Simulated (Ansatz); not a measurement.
# Dielectric response of BN (10-10) films, part 2 of 6

How well do thin wurtzite BN (10-10) films screen a perpendicular field?

Ansatz 0.2.0; plane-wave DFT, PBEsol, Ansatz PAW (the session's first sound run).

So far. Step 2 (Relaxing the film, 12 atoms, units 3): The gap is 3.59 eV, with the valence edge 6.19 eV and the conduction edge 2.60 eV under the upper vacuum level.

### 3. Single point on the relaxed film, 12 atoms, units 3

The film was relaxed beforehand; a single point on the relaxed positions gives its levels and potential.

Contents of input.yaml:

```yaml
crystal:
  lattice:
    - [2.55, 0.0, 0.0]
    - [0.0, 4.22, 0.0]
    - [0.0, 0.0, 23.1528511525]
  atoms:
    - { symbol: B, position: [0.0, 0.0286497039, 0.3989112085] }
    - { symbol: "N", position: [0.0, 0.3568868285, 0.3919964171] }
    - { symbol: B, position: [0.5, 0.4952534956, 0.4155101018] }
    - { symbol: "N", position: [0.5, 0.8670566048, 0.4159364695] }
    - { symbol: B, position: [0.5, 0.0038159389, 0.4859402479] }
    - { symbol: "N", position: [0.5, 0.3733374245, 0.4856235314] }
    - { symbol: B, position: [0.0, 0.5038159377, 0.5140597515] }
    - { symbol: "N", position: [0.0, 0.8733374252, 0.514376468] }
    - { symbol: B, position: [0.0, -0.0047465033, 0.5844898981] }
    - { symbol: "N", position: [0.0, 0.3670566041, 0.584063531] }
    - { symbol: B, position: [0.5, 0.5286497078, 0.6010887908] }
    - { symbol: "N", position: [0.5, 0.8568868324, 0.6080035843] }
kpoints:
  mp_grid: { grid: [10, 6, 1] }
hamiltonian:
  xc: pbesol
scf:
  occupations: { method: fixed }
  convergence: { dr2_threshold: 1.0e-09 }
efield:
  axis: 3
  dipole_correction: true
  ramp_position: 0.97
  ramp_width: 0.06
output:
  eigenvalues: true
  write_potential: true
  write_density: true
  volumetric_format: npy
```

Started as:

```bash
> ansatz run input.yaml --threads 4 --pin off --max-ram 8192MiB --backend cpu --events-out ev --progress --plain --runs-dir out
```

Numbers of over 12 decimals in the logs are rounded to 6 here.

The log of the run:

```text
[...]
Crystal: 12 atoms, lattice volume = 249.148 Å³
Basis set: ecut = 420 eV, 4867 PW (Γ)
Bands: 36, of which v1, the nominal top of the filled ones, is band 24 counted from 1 (23 counted from 0)
Symmetry: 2 space group operations
k-points: 24 of 60 (time reversal used)
[...]
SCF iter   1: F=—  HF=-3199.903924 eV  |F-HF|=—  |Δ(HF+E_count)|=         —  Δρ=7.26e-3  dr2=1.20e-1  ethr=1.77e-3  p=-0.000 e·Å  D=-1.14e-8 V/Å  ΔV_dip=0.00 eV  dr2_dipole=3.04e-9  V_vac-E_F(+/−)=5.75/5.75 eV  ⟨swp⟩=6.0  Hψ=4038  notcnv=0  defer=238
[...]
SCF iter   9: F=-3199.870082 eV  HF=-3199.870082 eV  |F-HF|=2.27e-11  |Δ(HF+E_count)|=  3.19e-10  Δρ=5.80e-7  dr2=7.10e-10  ethr=2.08e-12  p=0.000 e·Å  D=1.70e-8 V/Å  ΔV_dip=-0.00 eV  dr2_dipole=3.64e-14  V_vac-E_F(+/−)=6.19/6.19 eV  ⟨swp⟩=24.4  Hψ=6885  notcnv=0
SCF 1 converged in 9 iterations: F = -3199.870082 eV  dr2 = 7.10e-10
[...]
SCF converged after 9 iterations
Free energy (F): -3199.870082 eV
[...]
Internal energy: -3199.870082 eV  (E = F + TS)
E sigma→0 (E₀):  -3199.870082 eV
Fermi energy:    -1.244898 eV
Dipole field:    D = 0.000000 V/Å  (p = 0.000000 e·Å, saw-weighted, corrected)
Work function:   Φ+ = 6.1864 eV   Φ− = 6.1864 eV
[...]
--- Band table (eV; the first three rows and the last of 24) ---
  k-point 0: bands = [... 20 lower, -2.4619, -2.4564, -1.9254, -1.2449, 3.6522, 4.1506, 4.7649, 4.8232, ... 8 higher]
  k-point 1: bands = [... 20 lower, -2.8724, -2.5107, -2.1561, -1.3957, 3.5914, 4.1195, 4.8438, 4.9066, ... 8 higher]
  k-point 2: bands = [... 20 lower, -3.3849, -2.7151, -2.3078, -1.6343, 3.4803, 3.8694, 5.0929, 5.2917, ... 8 higher]
  k-point 23: bands = [... 20 lower, -4.5097, -4.5097, -2.3579, -2.3579, 2.3416, 2.3416, 6.0378, 6.0378, ... 8 higher]
```

It took 14 s on 4 threads of Intel Xeon at 2.50GHz (Skylake/Cascade Lake), shared host; peak memory 0.67 GiB.

This step gave:

* dipole along the normal: 3.40e-7 e·Å

Running mean over 2.208 Å of the planar mean; the ramp of the sawtooth is left out. Table of electron's electrostatic potential energy less the highest filled level by z:

```
z (Å)  electron's electrostatic potential energy less the highest filled level (eV)
    4                                                                          6.19
    5                                                                          6.19
    6                                                                          6.18
    7                                                                          5.99
    8                                                                          1.92
    9                                                                         -7.53
   10                                                                         -9.61
   11                                                                         -8.95
   12                                                                         -9.00
   13                                                                         -9.70
   14                                                                         -8.10
   15                                                                         0.322
   16                                                                          5.87
   17                                                                          6.17
   18                                                                          6.19
   19                                                                          6.19
   20                                                                          6.19
```

The gap is 3.59 eV, with the valence edge 6.19 eV and the conduction edge 2.60 eV under the upper vacuum level.

### 4. Atoms held, 12 atoms, units 3, field 0.05 V/Å

A sawtooth potential applies the field, turning back in the middle of the vacuum. With the dipole correction the typed value is the field outside the slab. The induced dipole is small, so the SCF threshold is tight.

input.yaml: that of step 3 with these lines changed.

```diff
@@ -24,3 +24,3 @@
   occupations: { method: fixed }
-  convergence: { dr2_threshold: 1.0e-09 }
+  convergence: { dr2_threshold: 1.0e-10 }
 efield:
@@ -30,4 +30,4 @@
   ramp_width: 0.06
+  amplitude: 0.05
 output:
-  eigenvalues: true
   write_potential: true
```

The log of the run:

```text
[...]
Crystal: 12 atoms, lattice volume = 249.148 Å³
Basis set: ecut = 420 eV, 4867 PW (Γ)
Bands: 36, of which v1, the nominal top of the filled ones, is band 24 counted from 1 (23 counted from 0)
Symmetry: 2 space group operations
k-points: 24 of 60 (time reversal used)
[...]
SCF iter   1: F=—  HF=-3207.263721 eV  |F-HF|=—  |Δ(HF+E_count)|=         —  Δρ=9.54e-2  dr2=2.15e1  ethr=3.10e-3  p=0.021 e·Å  D=1.55e-2 V/Å  ΔV_dip=-0.36 eV  dr2_dipole=1.17e-4  V_vac-E_F(+/−)=11.59/10.89 eV  ⟨swp⟩=5.5  Hψ=4334  notcnv=0  defer=240
[...]
SCF iter  13: F=-3199.870525 eV  HF=-3199.870525 eV  |F-HF|=4.00e-11  |Δ(HF+E_count)|=  2.15e-10  Δρ=1.43e-7  dr2=2.34e-11  ethr=1.00e-12  p=0.018 e·Å  D=1.28e-2 V/Å  ΔV_dip=-0.30 eV  dr2_dipole=6.53e-14  V_vac-E_F(+/−)=6.55/5.79 eV  ⟨swp⟩=27.5  Hψ=7359  notcnv=0
SCF 1 converged in 13 iterations: F = -3199.870525 eV  dr2 = 2.34e-11
[...]
SCF converged after 13 iterations
[...]
Free energy (F): -3199.870525 eV
[...]
Internal energy: -3199.870525 eV  (E = F + TS)
E sigma→0 (E₀):  -3199.870525 eV
Fermi energy:    -1.244744 eV
Dipole field:    D = 0.012849 V/Å  (p = 0.017691 e·Å, saw-weighted, corrected)
Work function:   not extracted (applied field tilts the vacuum); planar V_es + V_field profile in the machine report
[...]
--- Band table (eV; the first three rows and the last of 24) ---
  k-point 0: bands = [... 20 lower, -2.4624, -2.4561, -1.9253, -1.2447, 3.6430, 4.1503, 4.7097, 4.8505, ... 8 higher]
  k-point 1: bands = [... 20 lower, -2.8726, -2.5110, -2.1560, -1.3955, 3.5857, 4.1204, 4.7947, 4.9346, ... 8 higher]
  k-point 2: bands = [... 20 lower, -3.3851, -2.7150, -2.3082, -1.6340, 3.4763, 3.8723, 5.0879, 5.2888, ... 8 higher]
  k-point 23: bands = [... 20 lower, -4.5142, -4.5053, -2.3807, -2.3353, 2.3193, 2.3636, 6.0315, 6.0437, ... 8 higher]
```

Run time: 15 s. Hardware: 4 threads; peak memory 0.65 GiB; 56 s of CPU time.

Numbers from this step:

* gap on the k-mesh: 3.564 eV
* dipole along the normal: 0.01769 e·Å

The dipole is 0.0177 e·Å, and the gap on the mesh 3.564 eV.

### 5. Atoms held, 12 atoms, units 3, field -0.05 V/Å

input.yaml: that of step 4 with these lines changed.

```diff
@@ -30,3 +30,3 @@
   ramp_width: 0.06
-  amplitude: 0.05
+  amplitude: -0.05
 output:
```

The log of the run:

```text
[...]
Crystal: 12 atoms, lattice volume = 249.148 Å³
Basis set: ecut = 420 eV, 4867 PW (Γ)
Bands: 36, of which v1, the nominal top of the filled ones, is band 24 counted from 1 (23 counted from 0)
Symmetry: 2 space group operations
k-points: 24 of 60 (time reversal used)
[...]
k-point 0: bands = [... 20 lower, -2.4624, -2.4561, -1.9253, -1.2447, 3.6430, 4.1503, 4.7094, 4.8505, ... 8 higher]
  k-point 1: bands = [... 20 lower, -2.8726, -2.5110, -2.1560, -1.3955, 3.5857, 4.1204, 4.7944, 4.9347, ... 8 higher]
  k-point 2: bands = [... 20 lower, -3.3851, -2.7150, -2.3082, -1.6340, 3.4763, 3.8723, 5.0879, 5.2888, ... 8 higher]
  k-point 23: bands = [... 20 lower, -4.5142, -4.5053, -2.3807, -2.3353, 2.3193, 2.3636, 6.0315, 6.0437, ... 8 higher]
[key lines of the parts left out:]
SCF converged after 13 iterations
Free energy (F): -3199.870525 eV
Fermi energy:    -1.244744 eV
Dipole field:    D = -0.012849 V/Å  (p = -0.017691 e·Å, saw-weighted, corrected)
```

The job ended after 16 s (4 threads; peak memory 0.65 GiB; 58 s of CPU time).

The dipole is -0.0177 e·Å, and the gap on the mesh 3.564 eV.

### 6. Response with the atoms held, 12 atoms, units 3

This step: plane-wave DFT, PBEsol, Ansatz PAW; response to a field along the normal, atoms held (Ansatz 0.2.0).

The two fields give this film's response with the atoms held: the electronic part.

Numbers from this step:

* equivalent conductor thickness p/(ε₀AE): 5.950 Å
* distance between the outer atoms: 5.001 Å
* thickness: 6.625 Å

Local field over the applied field, running mean. From the potentials at -0.05 and 0.05 V/Å; running mean over 2.208 Å, taken twice. The local field over applied field by z:

```
z (Å)  local field over applied field
  4.5                           0.999
  5.0                           0.997
  5.5                           0.990
  6.0                           0.972
  6.5                           0.930
  7.0                           0.853
  7.5                           0.736
  8.0                           0.591
  8.5                           0.441
  9.0                           0.316
  9.5                           0.232
 10.0                           0.188
 10.5                           0.174
 11.0                           0.173
 11.5                           0.173
 12.0                           0.173
 12.5                           0.173
 13.0                           0.181
 13.5                           0.214
 14.0                           0.286
 14.5                           0.399
 15.0                           0.544
 15.5                           0.694
 16.0                           0.821
 16.5                           0.911
 17.0                           0.962
 17.5                           0.986
 18.0                           0.995
 18.5                           0.998
```

Electrons, planar mean, per unit field. Induced electron density against z:

```
z (Å)  induced electron density (e/Å³ per V/Å)
 4.20                                   1.1e-6
 4.63                                   3.0e-6
 5.06                                   8.5e-6
 5.35                                   1.7e-5
 5.79                                   4.5e-5
 6.22                                   1.2e-4
 6.66                                   3.0e-4
 6.95                                   5.4e-4
 7.38                                  0.00123
 7.81                                  0.00243
 8.25                                  0.00348
 8.54                                  0.00308
 8.97                                  0.00171
 9.41                                  -4.7e-4
 9.84                                  -9.5e-4
10.13                                  -4.3e-4
10.56                                  -1.0e-4
11.00                                   6.4e-4
11.43                                  0.00155
11.72                                 -0.00155
12.16                                  -6.4e-4
12.59                                   1.0e-4
13.02                                   4.3e-4
13.31                                   9.5e-4
13.75                                   4.7e-4
14.18                                 -0.00171
14.62                                 -0.00308
14.90                                 -0.00348
15.34                                 -0.00243
15.77                                 -0.00123
16.21                                  -5.4e-4
16.50                                  -3.0e-4
16.93                                  -1.2e-4
17.36                                  -4.5e-5
17.80                                  -1.7e-5
18.09                                  -8.5e-6
18.52                                  -3.0e-6
18.96                                  -1.1e-6
```

By hand: between -0.05 and 0.05 V/Å the dipole changes by 0.03538 e·Å, a slope of 0.3538 e·Å²/V. A perfect conductor of thickness t has p = ε₀AEt, so t = 180.95 × 0.3538 / 10.761 = 5.95 Å (e/ε₀ = 180.95 V·Å, A in Å²).

The induced dipole is that of a conductor 5.95 Å thick.

### 7. Field on, atoms free, 12 atoms, field 0.05 V/Å

This step: plane-wave DFT, PBEsol, Ansatz PAW (Ansatz 0.2.0).

Now the atoms may follow the field. A weak field makes forces of meV/Å to tens of meV/Å, so the force tolerance is set well below the usual one.

input.yaml: that of step 5 with these lines changed.

```diff
@@ -30,3 +30,6 @@
   ramp_width: 0.06
-  amplitude: -0.05
+  amplitude: 0.05
+relax:
+  f_tol: 0.0006
+  max_steps: 70
 output:
```

The log of the run:

```text
[...]
Crystal: 12 atoms, lattice volume = 249.148 Å³
Basis set: ecut = 420 eV, 4867 PW (Γ), exchange–correlation on 36×60×320 points (8 copies of the dense FFT grid, shifted against one another)
Bands: 36, of which v1, the nominal top of the filled ones, is band 24 counted from 1 (23 counted from 0)
Symmetry: 2 space group operations
k-points: 24 of 60 (time reversal used)
[...]
SCF iter   1: F=—  HF=-3207.263715 eV  |F-HF|=—  |Δ(HF+E_count)|=         —  Δρ=9.54e-2  dr2=2.15e1  ethr=3.10e-3  p=0.021 e·Å  D=1.55e-2 V/Å  ΔV_dip=-0.36 eV  dr2_dipole=1.17e-4  V_vac-E_F(+/−)=11.59/10.89 eV  ⟨swp⟩=5.5  Hψ=4334  notcnv=0  defer=240
[...]
SCF iter  13: F=-3199.870491 eV  HF=-3199.870491 eV  |F-HF|=5.41e-11  |Δ(HF+E_count)|=  2.79e-10  Δρ=1.42e-7  dr2=2.28e-11  ethr=1.00e-12  p=0.018 e·Å  D=1.28e-2 V/Å  ΔV_dip=-0.30 eV  dr2_dipole=5.62e-14  V_vac-E_F(+/−)=6.55/5.79 eV  ⟨swp⟩=8.3  Hψ=4848  notcnv=0
SCF 1 converged in 13 iterations: F = -3199.870491 eV  dr2 = 2.28e-11
[...]
relax step   1: F+E_penalty+E_count = -3199.87049061 eV  Δ(F+E_penalty+E_count) = +0.000e0 eV  max|allowed force component| = 2.217e-2 eV/Å  Δτ_max = 0.0000 Å  (13 SCF iters, accepted)
[...]
SCF iter   7: F=-3199.870524 eV  HF=-3199.870524 eV  |F-HF|=4.77e-11  |Δ(HF+E_count)|=  5.46e-11  Δρ=8.28e-8  dr2=1.31e-11  ethr=1.00e-12  p=0.019 e·Å  D=1.35e-2 V/Å  ΔV_dip=-0.31 eV  dr2_dipole=1.28e-13  V_vac-E_F(+/−)=6.54/5.80 eV  ⟨swp⟩=8.1  Hψ=4558  notcnv=0
SCF 2 converged in 7 iterations: F = -3199.870524 eV  dr2 = 1.31e-11
relax step   2: F+E_penalty+E_count = -3199.87052366 eV  Δ(F+E_penalty+E_count) = -3.305e-5 eV  max|allowed force component| = 1.127e-2 eV/Å  Δτ_max = 0.0005 Å  (7 SCF iters, accepted)
SCF iter   1: F=—  HF=-3199.870570 eV  |F-HF|=—  |Δ(HF+E_count)|=         —  Δρ=9.84e-5  dr2=3.26e-5  ethr=1.21e-6  p=0.019 e·Å  D=1.35e-2 V/Å  ΔV_dip=-0.31 eV  dr2_dipole=7.50e-6  V_vac-E_F(+/−)=6.54/5.80 eV  ⟨swp⟩=3.4  Hψ=1937  notcnv=0  defer=240
[...]
SCF iter   7: F=-3199.870536 eV  HF=-3199.870536 eV  |F-HF|=9.55e-12  |Δ(HF+E_count)|=  1.10e-10  Δρ=1.40e-7  dr2=2.28e-11  ethr=1.00e-12  p=0.019 e·Å  D=1.41e-2 V/Å  ΔV_dip=-0.33 eV  dr2_dipole=1.99e-13  V_vac-E_F(+/−)=6.54/5.81 eV  ⟨swp⟩=8.0  Hψ=4734  notcnv=0
SCF 3 converged in 7 iterations: F = -3199.870536 eV  dr2 = 2.28e-11
[...]
relax step   3: F+E_penalty+E_count = -3199.87053646 eV  Δ(F+E_penalty+E_count) = -1.280e-5 eV  max|allowed force component| = 2.080e-3 eV/Å  Δτ_max = 0.0007 Å  (7 SCF iters, accepted)
[...]
relax step   4: F+E_penalty+E_count = -3199.87053694 eV  Δ(F+E_penalty+E_count) = -4.805e-7 eV  max|allowed force component| = 9.722e-4 eV/Å  Δτ_max = 0.0002 Å  (6 SCF iters, accepted)
SCF iter   1: F=—  HF=-3199.870537 eV  |F-HF|=—  |Δ(HF+E_count)|=         —  Δρ=4.56e-6  dr2=4.91e-8  ethr=1.42e-9  p=0.019 e·Å  D=1.41e-2 V/Å  ΔV_dip=-0.33 eV  dr2_dipole=9.99e-10  V_vac-E_F(+/−)=6.54/5.81 eV  ⟨swp⟩=3.5  Hψ=2178  notcnv=0  defer=233
[...]
SCF iter   5: F=-3199.870537 eV  HF=-3199.870537 eV  |F-HF|=3.27e-11  |Δ(HF+E_count)|=  3.18e-12  Δρ=6.32e-8  dr2=6.29e-12  ethr=1.00e-12  p=0.019 e·Å  D=1.41e-2 V/Å  ΔV_dip=-0.33 eV  dr2_dipole=1.28e-13  V_vac-E_F(+/−)=6.54/5.81 eV  ⟨swp⟩=7.8  Hψ=4449  notcnv=0
SCF 5 converged in 5 iterations: F = -3199.870537 eV  dr2 = 6.29e-12
relax step   5: F+E_penalty+E_count = -3199.87053699 eV  Δ(F+E_penalty+E_count) = -5.125e-8 eV  max|allowed force component| = 4.673e-4 eV/Å  Δτ_max = 0.0000 Å  (5 SCF iters, accepted)
NSCF: frozen V_eff on 24 k-points
[...]
SCF converged after 5 iterations
[...]
Free energy (F): -3199.870537 eV
[...]
Internal energy: -3199.870537 eV  (E = F + TS)
E sigma→0 (E₀):  -3199.870537 eV
Fermi energy:    -1.245682 eV
Dipole field:    D = 0.014139 V/Å  (p = 0.019468 e·Å, saw-weighted, corrected)
Work function:   not extracted (applied field tilts the vacuum); planar V_es + V_field profile in the machine report
[...]
--- Forces (eV/Å), atoms counted from 1 ---
  atom   1  B     -0.00000000     0.00042658     0.00000490
  atom   2  N     -0.00000000    -0.00038138    -0.00012642
  atom   3  B     -0.00000000    -0.00016062     0.00002831
  atom   4  N      0.00000000     0.00007278     0.00017004
  atom   5  B     -0.00000000     0.00005030    -0.00009020
  atom   6  N     -0.00000000    -0.00011129     0.00000532
  atom   7  B     -0.00000000    -0.00019672     0.00023216
  atom   8  N     -0.00000000     0.00032619     0.00019132
  atom   9  B     -0.00000000     0.00001667    -0.00027167
  atom  10  N      0.00000000    -0.00014890    -0.00010930
  atom  11  B     -0.00000000    -0.00036036    -0.00007103
  atom  12  N     -0.00000000     0.00046731     0.00003772
  max |Σ_I F_I| component: 1.15e-6 eV/Å
--- Band table (eV; the first three rows and the last of 24) ---
  k-point 0: bands = [... 20 lower, -2.4625, -2.4566, -1.9250, -1.2457, 3.6462, 4.1463, 4.7288, 4.8460, ... 8 higher]
  k-point 1: bands = [... 20 lower, -2.8728, -2.5110, -2.1557, -1.3963, 3.5881, 4.1173, 4.8075, 4.9283, ... 8 higher]
  k-point 2: bands = [... 20 lower, -3.3851, -2.7147, -2.3081, -1.6347, 3.4787, 3.8696, 5.0893, 5.2890, ... 8 higher]
  k-point 23: bands = [... 20 lower, -4.5139, -4.5057, -2.3692, -2.3479, 2.3299, 2.3521, 6.0322, 6.0447, ... 8 higher]
--- Relaxed structure (5 steps of the walk, 5 accepted, 0 SCFs on fresh bases) ---
  F+E_penalty+E_count = -3199.87053699 eV   max|allowed force component| = 4.673e-4 eV/Å
  atoms:
    - { symbol: B, position: [0, 0.028554, 0.398928] }
    - { symbol: N, position: [0, 0.356806, 0.391978] }
    - { symbol: B, position: [0.500000, 0.495140, 0.415535] }
    - { symbol: N, position: [0.500000, 0.866938, 0.415916] }
    - { symbol: B, position: [0.500000, 0.00376346, 0.485950] }
    - { symbol: N, position: [0.500000, 0.373292, 0.485604] }
    - { symbol: B, position: [0, 0.503755, 0.514081] }
    - { symbol: N, position: [0, 0.873290, 0.514363] }
    - { symbol: B, position: [0, -0.0045901, 0.584515] }
    - { symbol: N, position: [0, 0.367207, 0.584043] }
    - { symbol: B, position: [0.500000, 0.528819, 0.601094] }
    - { symbol: N, position: [0.500000, 0.857025, 0.607994] }
```

Wall time 38 s (4 threads); peak memory 0.63 GiB.

No atom moved by 0.005 Å in the relaxation.

Numbers from this step:

* gap on the k-mesh: 3.576 eV
* dipole along the normal: 0.01947 e·Å

The relaxation took 5 steps and lowered the energy by 4.6e-5 eV; the largest force on the free atoms ends at 4.7e-4 eV/Å.

The dipole is 0.0195 e·Å, and the gap on the mesh 3.576 eV.

(Continued in part 3 of 6.)

[Logs are printed without paths, hosts, clocks, repeated set-up lines and the standing remarks that a program may print on its own settings, such as how far it seeks lower states.]

[Hosts, paths, dates, database ids (printed as entryN), source tags and the programs' standing remarks are cut or masked in the printed files.]

[Maps of the electrostatic potential energy from Ansatz leave out the sawtooth potential of an applied field or a dipole correction, so their vacuum need not be flat; planar profiles and work functions include it.]
